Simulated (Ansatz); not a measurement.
# C: the cost of one run

Method: DFT PBEsol+D3(BJ), scalar-relativistic, plane waves, PAW, in Ansatz 0.2.0.

15 further runs of the same task are left out: 15 set aside as unsound or not needed.

## (1) The structure to begin with

Symmetry: P6/mmm, No. 191, hexagonal system. Conventional cell: a = 2.458 Å, b = 2.458 Å, c = 3.529 Å, α = 90.00°, β = 90.00°, γ = 120.00°. C (site symmetry -6m2) has 3 C at 1.42 Å as nearest neighbours.

As a file:

```
CELL_PARAMETERS angstrom
2.45766 0.00000 0.00000
-1.22883 2.12839 0.00000
0.00000 0.00000 3.52948
ATOMIC_POSITIONS crystal
C 0.33333 0.66667 0.00000
C 0.66667 0.33333 0.00000
```

It goes back to an entry of the Materials Project, which need not be the stable form.

It is the result of an earlier relaxation at this level (volume 9.23 Å³/atom; gap on the mesh: none (metal)).

## (2) The scan

The energy is mapped over a normal mode and a strain (zone-centre modes of the cell shown) (x along [1 0 0], y along [1 2 0], z along [0 0 1] of the conventional cell).

The axes are (1) amplitude of mode 6 (1586 cm⁻¹), largest displacement in the unstrained cell: 7 values from −0.06 Å; (2) equal normal strain along x, y and z: 7 values from −2.50 %.

Nothing else is relaxed (the pattern is fixed in fractional coordinates). Energies count from the relaxed high-symmetry cell. Points are written as (first, second).

The modes come from a phonon run on the reference cell, made beforehand.

Displacement patterns for an amplitude of 1 (Å):

```csv
atom,x1,y1,z1
C1,0.000,1.000,0.000
C2,0.000,-1.000,0.000
```

## (3) The run at (−0.06 Å, −2.50 %)

The input, input.yaml:

```yaml
crystal:
  lattice:
    - [2.3962167908, 0.0, 0.0]
    - [-1.1981083954, 2.0751846138, 0.0]
    - [0.0, 0.0, 3.4412451853]
  atoms:
    - { symbol: C, position: [0.3192382018, 0.6384764037, 0.0] }
    - { symbol: C, position: [0.6807617982, 0.3615235963, 0.0] }
basis:
  ecutwfc: 520.0
kpoints:
  mp_grid: { grid: [21, 21, 12] }
hamiltonian:
  xc: pbesol
  pseudopotentials: { kind: paw, azcp: { folder: soft_1 } }
  dispersion: d3bj
scf:
  occupations: { method: gaussian, width: 0.15 }
output:
  forces: true
  stress: true
  eigenvalues: true
  write_density: true
  write_potential: true
  elf: true
  volumetric_format: npy
```

Started as:

```bash
$ ansatz run input.yaml --threads 1 --pin off --max-ram 2048MiB --backend cpu --events-out ev --progress --plain --runs-dir out
```

What time and memory should one allow on 1 thread of Arm Neoverse N1, shared host?

About 26 s, with a peak of 0.41 GiB.
